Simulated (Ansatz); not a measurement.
An Ansatz input:

```yaml
crystal:
  lattice:
    - [0.0, 1.7351471894, 1.7351471894]
    - [1.7351471894, 0.0, 1.7351471894]
    - [1.7351471894, 1.7351471894, 0.0]
  atoms:
    - { symbol: Mn, position: [0.0, 0.0, 0.0], spin: 3.0 }
hamiltonian:
  xc: mr2scan
  pseudopotentials:
    kind: paw
    azcp:
      Mn: "pseudopotentials/Mn.paw.azcp"
basis:
  ecutwfc: 500
  fft_grid_basis: typed
kpoints:
  mp_grid: { grid: [25, 25, 25], shift: [0, 0, 0] }
magnetization:
  spin_polarized: true
scf:
  occupations: { method: fermi_dirac, width: 0.05 }
```

Terminal output

```
Engine: ansatz 0.2.0, aarch64-unknown-linux-gnu
Pseudopotentials: kind: paw
Pseudopotential: Mn, paw, valence charge 15, recommended cutoff 500 eV (meta_gga) 
Functional definition: m-r2SCAN
  exchange = m_r2scan_x
  correlation = m_r2scan_c
Crystal: 1 atoms, lattice volume = 10.448 Å³
Basis set: ecut = 500 eV, 283 PW (Γ), exchange–correlation on 72×72×72 points (64 copies of the dense FFT grid, shifted against one another)
Bands: 13, of which v1, the nominal top of the filled ones, is band 8 counted from 1 (7 counted from 0)
Symmetry: 48 space group operations
Space group: Fm-3m (ITA 225), of the structure as read, at distance tolerance 2.2e-5 Å
Magnetic group: BNS 225.116 (UNI 1618), of the structure as read, at distance tolerance 2.2e-5 Å
k-points: 455 of 15625
Non-local potential: Mn, projectors of the file, l = 0: 3, l = 1: 2, l = 2: 3, l = 3: 1
PAW form: soft (Blöchl's): semilocal exchange-correlation on the pseudo side does not see the compensation charge
PAW frozen core: Mn, regenerated for the run's functional (the file was generated under x = pbe(κ = 0.804, μ = 0.2195149727645171), c = pbe(β = 0.06672455060314922))
PAW one-centre angular grid: Mn, 590 points (default); XC on 160 Gauss nodes
Initial density: superposition of atomic densities (chi_scale 0.1, normalization cell)
Starting moments: Σ|m| = 3 μB on 1 of 1 site
Initial wavefunctions: pseudopotential atomic-orbital guess
Functional: x = mr2scan, c = mr2scan; τ floored in thin density (d = 2e-4 eV/Å³)
SCF iter   1: F=—  HF=-3902.655842 eV  |F-HF|=—  |Δ(HF+E_count)|=         —  Δρ=1.92e-1 (↑1.92e-1 ↓5.40e-2)  dr2=2.54e0  dr2_τ=2.38e-2  dr2_m=1.10e0  M=1.981 μB ∫|m|=1.984 μB  β_m=0.88  ethr=3.10e-3  ⟨swp⟩=4.6  Hψ=55281  notcnv=0
Mixer restart at iter 1: flushing history
SCF iter   2: F=—  HF=-3901.584425 eV  |F-HF|=—  |Δ(HF+E_count)|=    1.07e0  Δρ=1.97e-2 (↑1.97e-2 ↓1.19e-2)  dr2=2.08e-2  dr2_τ=7.36e-3  dr2_m=8.89e-3  M=1.993 μB ∫|m|=2.000 μB  β_m=1.00  ethr=3.10e-3  ⟨swp⟩=2.9  Hψ=30825  notcnv=0  defer=617  κ⁻¹=1.0e0(r=1)
SCF iter   3: F=—  HF=-3904.255629 eV  |F-HF|=—  |Δ(HF+E_count)|=         —  Δρ=2.88e-1 (↑2.88e-1 ↓2.17e-1)  dr2=4.90e-1  dr2_τ=8.72e-2  dr2_m=6.06e0  M=-0.104 μB ∫|m|=0.110 μB  β_m=1.00  ethr=1.39e-4  ⟨swp⟩=2.8  Hψ=24600  notcnv=0  defer=609
Mixer restart at iter 3: flushing history
SCF iter   4: F=—  HF=-3904.688805 eV  |F-HF|=—  |Δ(HF+E_count)|=   4.33e-1  Δρ=1.44e-1 (↑1.44e-1 ↓1.16e-1)  dr2=4.62e0  dr2_τ=8.34e-3  dr2_m=2.24e-2  M=0.023 μB ∫|m|=0.023 μB  β_m=0.30  ethr=3.33e-4  ⟨swp⟩=4.1  Hψ=33021  notcnv=0  defer=603
SCF iter   5: F=—  HF=-3903.374517 eV  |F-HF|=—  |Δ(HF+E_count)|=    1.31e0  Δρ=1.23e-2 (↑1.23e-2 ↓8.25e-3)  dr2=9.12e-3  dr2_τ=1.52e-2  dr2_m=7.14e-3  M=0.004 μB ∫|m|=0.005 μB  β_m=0.30  ethr=3.33e-4  ⟨swp⟩=3.8  Hψ=36869  notcnv=0  defer=273  κ⁻¹=1.0e0(r=1)
SCF iter   6: F=—  HF=-3903.427936 eV  |F-HF|=—  |Δ(HF+E_count)|=   5.34e-2  Δρ=1.05e-2 (↑1.05e-2 ↓4.08e-3)  dr2=1.02e-2  dr2_τ=1.03e-4  dr2_m=3.10e-3  M=0.003 μB ∫|m|=0.004 μB  β_m=0.30  ethr=6.08e-5  ⟨swp⟩=2.2  Hψ=23492  notcnv=0  defer=311  κ⁻¹=7.2e-4(r=2)
SCF iter   7: F=—  HF=-3903.448867 eV  |F-HF|=—  |Δ(HF+E_count)|=   2.09e-2  Δρ=3.63e-3 (↑3.63e-3 ↓1.93e-3)  dr2=1.37e-3  dr2_τ=1.47e-5  dr2_m=3.35e-4  M=-0.001 μB ∫|m|=0.001 μB  β_m=0.30  ethr=6.08e-5  ⟨swp⟩=2.7  Hψ=18887  notcnv=0  defer=311  κ⁻¹=3.6e-4(r=3)
SCF iter   8: F=—  HF=-3903.456478 eV  |F-HF|=—  |Δ(HF+E_count)|=   7.61e-3  Δρ=7.74e-4 (↑7.74e-4 ↓6.19e-4)  dr2=1.38e-4  dr2_τ=1.08e-6  dr2_m=1.12e-6  M=0.000 μB ∫|m|=0.001 μB  β_m=1.00  ethr=9.14e-6  ⟨swp⟩=2.2  Hψ=16029  notcnv=0  defer=311  κ⁻¹=4.4e-6(r=4)
SCF iter   9: F=—  HF=-3903.457587 eV  |F-HF|=—  |Δ(HF+E_count)|=   1.11e-3  Δρ=4.15e-4 (↑3.81e-4 ↓4.15e-4)  dr2=6.15e-7  dr2_τ=2.61e-7  dr2_m=1.47e-5  M=0.000 μB ∫|m|=0.000 μB  β_m=0.82  ethr=9.22e-7  ⟨swp⟩=2.6  Hψ=17950  notcnv=0  defer=311  κ⁻¹=2.8e-7(r=5)
SCF iter  10: F=—  HF=-3903.457615 eV  |F-HF|=—  |Δ(HF+E_count)|=   2.77e-5  Δρ=1.21e-4 (↑1.09e-4 ↓1.21e-4)  dr2=5.92e-8  dr2_τ=2.05e-8  dr2_m=1.22e-6  M=0.000 μB ∫|m|=0.000 μB  β_m=0.31  ethr=4.10e-9  ⟨swp⟩=2.0  Hψ=19013  notcnv=0  defer=311  κ⁻¹=5.9e-8(r=6)
SCF iter  11: F=—  HF=-3903.457615 eV  |F-HF|=—  |Δ(HF+E_count)|=   3.33e-7  Δρ=2.81e-5 (↑2.81e-5 ↓1.81e-5)  dr2=2.35e-8  dr2_τ=1.08e-9  dr2_m=4.36e-8  M=-0.000 μB ∫|m|=0.000 μB  β_m=1.00  ethr=3.95e-10  ⟨swp⟩=2.0  Hψ=19020  notcnv=0  defer=311  κ⁻¹=2.7e-9(r=7)
SCF iter  12: F=—  HF=-3903.457615 eV  |F-HF|=—  |Δ(HF+E_count)|=   8.04e-9  Δρ=5.76e-6 (↑5.76e-6 ↓5.62e-6)  dr2=1.57e-9  dr2_τ=8.21e-11  dr2_m=2.51e-9  M=-0.000 μB ∫|m|=0.000 μB  β_m=0.92  ethr=1.57e-10  ⟨swp⟩=2.7  Hψ=18299  notcnv=0  defer=311  κ⁻¹=2.3e-10(r=8)
SCF iter  13: F=—  HF=-3903.457615 eV  |F-HF|=—  |Δ(HF+E_count)|=   1.09e-8  Δρ=2.97e-6 (↑2.58e-6 ↓2.97e-6)  dr2=2.43e-10  dr2_τ=1.94e-11  dr2_m=5.71e-10  M=-0.000 μB ∫|m|=0.000 μB  β_m=0.67  ethr=1.05e-11  ⟨swp⟩=2.0  Hψ=18758  notcnv=0  defer=311  κ⁻¹=2.1e-8(r=8)
SCF iter  14: F=—  HF=-3903.457615 eV  |F-HF|=—  |Δ(HF+E_count)|=  3.57e-10  Δρ=1.03e-6 (↑9.14e-7 ↓1.03e-6)  dr2=7.41e-11  dr2_τ=7.15e-12  dr2_m=3.94e-12  M=0.000 μB ∫|m|=0.000 μB  β_m=1.00  ethr=1.62e-12  ⟨swp⟩=2.0  Hψ=18822  notcnv=0  defer=311  κ⁻¹=1.7e-9(r=8)
SCF iter  15: F=-3903.457615 eV  HF=-3903.457615 eV  |F-HF|=5.91e-11  |Δ(HF+E_count)|=   1.46e-9  Δρ=7.87e-7 (↑3.86e-7 ↓7.87e-7)  dr2=4.63e-11  dr2_τ=8.43e-13  dr2_m=1.46e-11  M=0.000 μB ∫|m|=0.000 μB  ethr=1.00e-12  ⟨swp⟩=1.0  Hψ=34293  notcnv=0
SCF 1 converged in 15 iterations: F = -3903.457615 eV  dr2 = 4.63e-11
WARN: the starting moments were not kept: the SCF closed with an absolute magnetisation of 6.9e-6 μB, where they sum to 3 μB in size (1 site). That is at most 0.1 of that sum. Measured as dr2_m measures the in/out step, that magnetisation stands 6.0e-11 eV from none, at or under the dr2_threshold of 1.0e-7 eV: it is no larger than a step whose dr2_m would equal this threshold. The system may hold no moment; this SCF shows only that its start led to no more than that. To try another start: raise the starting moments (crystal.atoms[].spin, magnetization.per_species, magnetization.initial_magnetization, or on a non-collinear deck that types none of these the spinor_matrix: blocks that start its atoms; where the total moment is fixed, keep their sum and leave initial_magnetization as it is; typed ones take the place of any that the run laid by itself, positive ones on a crystal's lanthanoids without a Hubbard term where scf.initial_density.shell_occupations: [] is typed) or, if the notice of its spin-set hold's release reads "site moments contracting" or "site moments show no strong build", lengthen the hold (scf.mixing.spin_hold: { on: { confirm: 4 } }; for m-r²SCAN on two components see the key's manual first). Each may lead to a state that holds a moment. A second SCF, from the converged charge density, with the starting moments and any scf.initial_density.shell_occupations laid on it anew, would have followed, and was not run: the deck does not ask for one (magnetization.retry_lost_moments is false, the default). To let it run, set magnetization.retry_lost_moments: true and run the deck again, where that key's refused combinations let it; where memory then withholds it, that run's warning says so.
this state was not tested for a lower state beside it, because the mixer in use, unlike msr1, does not test its closes by its own steps (another_mixer; see scf.mixing.algorithm and scf.lower_state_search)
SCF converged after 15 iterations
Magnetization: 0.0000 μB (7.5000 up, 7.5000 down)
Absolute magnetization: 0.0000 μB (∫|ρ↑−ρ↓|, with the PAW one-centre terms)
Spin contamination: 0.0000 ħ² per cell (⟨S²⟩ above its minimum at these occupations)
Per-site moments (μB) at R_I (Å): [(6.429394257692484e-6, 1.012220833784753)]
Free energy (F): -3903.457615 eV
Harris-Foulkes:  -3903.457615 eV  (|F-HF|=5.91e-11)
Internal energy: -3903.446720 eV  (E = F + TS)
E sigma→0 (E₀):  -3903.452167 eV
Entropy (-TS):   -0.010896 eV (-10.896 meV/atom)
Fermi energy:    20.933873 eV
--- Per-component energies (eV) ---
  E_band       = -167.661919
  E_kinetic    = 309.264818
  E_local      = -1530.131571  (includes V_loc(G=0)·N_el)
  E_nonlocal   = 236.815003
  E_hartree    = 638.707190
  E_xc         = -112.239205
  E_vxc        = -165.571361  (∫ρ·V_xc dr)
  E_paw        = -1305.331015  (= ΣΔE_a)
  E_vpaw       = -306.878394  (= ΣTr[D̂ρ^β])
  E_aug_tail   = -0.000004  (compensation charges beyond the density's cutoff)
  E_vtau       = 11.425540  (kinetic-family band-sum trace: ∫τ·v_τ [+ j·A + Jᵃ·Aᵃ] dr)
  E_ewald      = -2140.248892
  E_core_change = -0.283043  (= ΣΔE_core)
  E_smearing   = -0.010896  (= −TS)
  E_closure    = 0.000000  (closes the sum)
  Σ components = -3903.457615   (vs F -3903.457615, Δ=0.00e0)
```
